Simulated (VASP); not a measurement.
# GaN (P6_3mc) in VASP: further runs

One crystal, GaN, is run at these levels: PBEsol, RPBE; tasks: band structure.

All numbers are computed with VASP 6.6.1; they aren't measurements. Logs are shortened: lines on timing, memory, paths and dates and some standing lists are left out, and cuts for length are marked.

**The experiment to reproduce.**

“Studying electronic properties in GaN without electrical contacts using γ-γ vs e−-γ Perturbed Angular Correlations”, 2019, pmc:6823545 quotes, for a bulk crystal of GaN: band gap 3.503 ± 0.005 eV (direct).

The results are compared with them further down.

## 1. The crystal as given

It takes space group P6_3mc (No. 186, hexagonal). Conventional cell: a = 3.180 Å, b = 3.180 Å, c = 5.166 Å, α = 90.00°, β = 90.00°, γ = 120.00°. Ga (site symmetry 3m) is surrounded by 4 N at 1.94 to 1.95 Å. N (site symmetry 3m) is surrounded by 4 Ga at 1.94 to 1.95 Å.

## 2. Band structure, PBEsol, spin-orbit coupling, no magnetisation

File INCAR:

```
PREC = Accurate ; ENCUT = 520
EDIFF = 1E-6 ; ISMEAR = -1
SIGMA = 0.05 ; LREAL = F
LASPH = T ; NELM = 60
ALGO = Normal ; ISIF = 2
LWAVE = F ; LCHARG = F
MAGMOM = 0 0 0 0 0 0 0 0 0 0 0 0 ; LORBIT = 11
LSORBIT = T ; GGA_COMPAT = F
GGA = PS ; NBANDS = 50
```

File KPOINTS:

```
regular mesh
0
Gamma
  7 7 4
```

File POSCAR:

```
GaN
1.0
    3.1800000000      0.0000000000      0.0000000000
   -1.5900000000      2.7539607840      0.0000000000
    0.0000000000      0.0000000000      5.1660000000
Ga N
2 2
Direct
    0.6666666667      0.3333333333      0.5000000000
    0.3333333333      0.6666666667      0.0000000000
    0.6666666667      0.3333333333      0.8750000000
    0.3333333333      0.6666666667      0.3750000000
```

File KPOINTS_OPT:

```
path GMKGALHA,LM,KH
10
line-mode
reciprocal
 0.0000000000  0.0000000000  0.0000000000  G
 0.5000000000  0.0000000000  0.0000000000  M

 0.5000000000  0.0000000000  0.0000000000  M
 0.3333333333  0.3333333333  0.0000000000  K

 0.3333333333  0.3333333333  0.0000000000  K
 0.0000000000  0.0000000000  0.0000000000  G

 0.0000000000  0.0000000000  0.0000000000  G
 0.0000000000  0.0000000000  0.5000000000  A

 0.0000000000  0.0000000000  0.5000000000  A
 0.5000000000  0.0000000000  0.5000000000  L

 0.5000000000  0.0000000000  0.5000000000  L
 0.3333333333  0.3333333333  0.5000000000  H

 0.3333333333  0.3333333333  0.5000000000  H
 0.0000000000  0.0000000000  0.5000000000  A

 0.5000000000  0.0000000000  0.5000000000  L
 0.5000000000  0.0000000000  0.0000000000  M

 0.3333333333  0.3333333333  0.0000000000  K
 0.3333333333  0.3333333333  0.5000000000  H
```

Potentials or basis: VASP PAW PBE potentials, release 64 (Ga_d, N).

Run with:

```bash
$ cat potpaw_PBE.64/Ga_d/POTCAR potpaw_PBE.64/N/POTCAR > POTCAR
$ mpirun -np 1 vasp_ncl > vasp.out
```

OUTCAR:

```text
PREC = Accurate
   ENCUT = 520
   EDIFF = 1E-6
   ISMEAR = -1
   LREAL = F
   LASPH = T
   NELM = 60
   ISIF = 2
   LORBIT = 11
   LSORBIT = T
   GGA = PS

 ion  position               nearest neighbor table
   1  0.667  0.333  0.500-   3 1.94   4 1.95   4 1.95   4 1.95
   2  0.333  0.667  0.000-   4 1.94   3 1.95   3 1.95   3 1.95
   3  0.667  0.333  0.875-   1 1.94   2 1.95   2 1.95   2 1.95
   4  0.333  0.667  0.375-   2 1.94   1 1.95   1 1.95   1 1.95

  LATTYP: Found a hexagonal cell.
 ALAT       =     3.1800000000
 C/A-ratio  =     1.6245283019

  Lattice vectors:

 A1 = (   3.1800000000,   0.0000000000,   0.0000000000)
 A2 = (  -1.5900000000,   2.7539607840,   0.0000000000)
 A3 = (   0.0000000000,   0.0000000000,   5.1660000000)

Analysis of symmetry for initial positions (statically):
=====================================================================
 Subroutine PRICEL returns:
 Original cell was already a primitive cell.

 Routine SETGRP: Setting up the symmetry group for a
 hexagonal supercell.

 Subroutine GETGRP returns: Found 12 space group operations
 (whereof  6 operations were pure point group operations)
 out of a pool of 24 trial point group operations.

The static configuration has the point symmetry C_3v.
 The point group associated with its full space group is C_6v.

Analysis of symmetry for dynamics (positions and initial velocities):
=====================================================================
 Subroutine PRICEL returns:
 Original cell was already a primitive cell.

 Routine SETGRP: Setting up the symmetry group for a
 hexagonal supercell.

 Subroutine GETGRP returns: Found 12 space group operations
 (whereof  6 operations were pure point group operations)
 out of a pool of 24 trial point group operations.

The dynamic configuration has the point symmetry C_3v.
 The point group associated with its full space group is C_6v.

Analysis of structural, dynamic, and magnetic symmetry:
=====================================================================
 Subroutine PRICEL returns:
 Original cell was already a primitive cell.

 Routine SETGRP: Setting up the symmetry group for a
[... 1817 lines left out ...]
  Total        0.0153455      0.0153455      0.6049319      0.0000000      0.0000000      0.0000000
  in kB        0.5434423      0.5434423     21.4228780      0.0000000      0.0000000      0.0000000
  external PRESSURE =       7.5032542 kB  Pullay stress =       0.0000000 kB

 VOLUME and BASIS-vectors are now :
 -----------------------------------------------------------------------------
  energy-cutoff  :      520.00
  volume of cell :       45.24
      direct lattice vectors                 reciprocal lattice vectors
     3.180000000  0.000000000  0.000000000     0.314465409  0.181556688  0.000000000
    -1.590000000  2.753960784  0.000000000     0.000000000  0.363113377  0.000000000
     0.000000000  0.000000000  5.166000000     0.000000000  0.000000000  0.193573364

 POSITION                                       TOTAL-FORCE (eV/Angst)
 -----------------------------------------------------------------------------------
      1.59000      0.91799      2.58300         0.000000      0.000000     -0.130827
     -0.00000      1.83597      0.00000        -0.000000     -0.000000     -0.130827
      1.59000      0.91799      4.52025        -0.000000      0.000000      0.130827
     -0.00000      1.83597      1.93725         0.000000     -0.000000      0.130827
 -----------------------------------------------------------------------------------
    total drift:                               -0.000000      0.000000      0.000046

  FREE ENERGIE OF THE ION-ELECTRON SYSTEM (eV)
  ---------------------------------------------------
  free  energy   TOTEN  =       -26.2757860748 eV

  energy  without entropy=      -26.2757860746  energy(sigma->0) =      -26.27578607

 Spin-Orbit-Coupling matrix elements

 Ion:    1  E_soc:     -0.0109089
 l=   1
     0.0000000    -0.0009905    -0.0009886
    -0.0009905     0.0000000    -0.0009905
    -0.0009886    -0.0009905     0.0000000
 l=   2
     0.0000000    -0.0001639     0.0000000    -0.0001639    -0.0006677
    -0.0001639     0.0000000    -0.0005002    -0.0001612    -0.0001639
     0.0000000    -0.0005002     0.0000000    -0.0005002     0.0000000
    -0.0001639    -0.0001612    -0.0005002     0.0000000    -0.0001639
    -0.0006677    -0.0001639     0.0000000    -0.0001639     0.0000000
 l=   3
     0.0000000     0.0000000     0.0000000     0.0000000     0.0000000     0.0000000     0.0000000
     0.0000000     0.0000000     0.0000000     0.0000000     0.0000000     0.0000000     0.0000000
     0.0000000     0.0000000     0.0000000     0.0000000     0.0000000     0.0000000     0.0000000
     0.0000000     0.0000000     0.0000000     0.0000000     0.0000000     0.0000000     0.0000000
[... 49 lines left out ...]
 l=   2
     0.0000000     0.0000000     0.0000000     0.0000000     0.0000000
     0.0000000     0.0000000     0.0000000     0.0000000     0.0000000
     0.0000000     0.0000000     0.0000000     0.0000000     0.0000000
     0.0000000     0.0000000     0.0000000     0.0000000     0.0000000
     0.0000000     0.0000000     0.0000000     0.0000000     0.0000000
 l=   3
     0.0000000     0.0000000     0.0000000     0.0000000     0.0000000     0.0000000     0.0000000
     0.0000000     0.0000000     0.0000000     0.0000000     0.0000000     0.0000000     0.0000000
     0.0000000     0.0000000     0.0000000     0.0000000     0.0000000     0.0000000     0.0000000
     0.0000000     0.0000000     0.0000000     0.0000000     0.0000000     0.0000000     0.0000000
     0.0000000     0.0000000     0.0000000     0.0000000     0.0000000     0.0000000     0.0000000
     0.0000000     0.0000000     0.0000000     0.0000000     0.0000000     0.0000000     0.0000000
     0.0000000     0.0000000     0.0000000     0.0000000     0.0000000     0.0000000     0.0000000

 total charge

# of ion       s       p       d       tot
------------------------------------------
    1        0.791   0.915  10.187  11.892
    2        0.791   0.915  10.187  11.892
    3        1.217   2.516   0.000   3.732
    4        1.217   2.516   0.000   3.732
--------------------------------------------------
tot          4.015   6.861  20.373  31.249

 magnetization (x)

# of ion       s       p       d       tot
------------------------------------------
    1       -0.000   0.000   0.000   0.000
    2       -0.000   0.000   0.000   0.000
    3       -0.000   0.000   0.000  -0.000
    4        0.000   0.000   0.000   0.000
--------------------------------------------------
tot         -0.000   0.000   0.000   0.000

 magnetization (y)

# of ion       s       p       d       tot
------------------------------------------
    1        0.000  -0.000   0.000  -0.000
    2        0.000   0.000   0.000   0.000
    3       -0.000   0.000   0.000  -0.000
    4        0.000   0.000   0.000   0.000
--------------------------------------------------
tot          0.000  -0.000   0.000  -0.000

 magnetization (z)

# of ion       s       p       d       tot
------------------------------------------
    1        0.000   0.000   0.000   0.000
    2       -0.000   0.000   0.000   0.000
    3       -0.000  -0.000   0.000  -0.000
    4       -0.000  -0.000   0.000  -0.000
--------------------------------------------------
tot         -0.000  -0.000   0.000  -0.000
```

It took 4.2 min on 1 thread of AMD EPYC 9R45 (Zen 5), shared host; peak memory 0.33 GiB.

Results:

* Free energy: -26.2758 eV
* Pressure: 0.8 GPa
* Largest force: 0.131 eV/Å
* Valence electrons inside the program's atomic spheres: Ga 11.89; N 3.73

Forces on the atoms (eV/Å):
```
Ga   0.000  0.000 -0.131
Ga   0.000  0.000 -0.131
N    0.000  0.000  0.131
N    0.000  0.000  0.131
```

Caveat: the PAW data sets were made with another functional, which shifts forces and pressure a little.

[end of part 1 of 2]
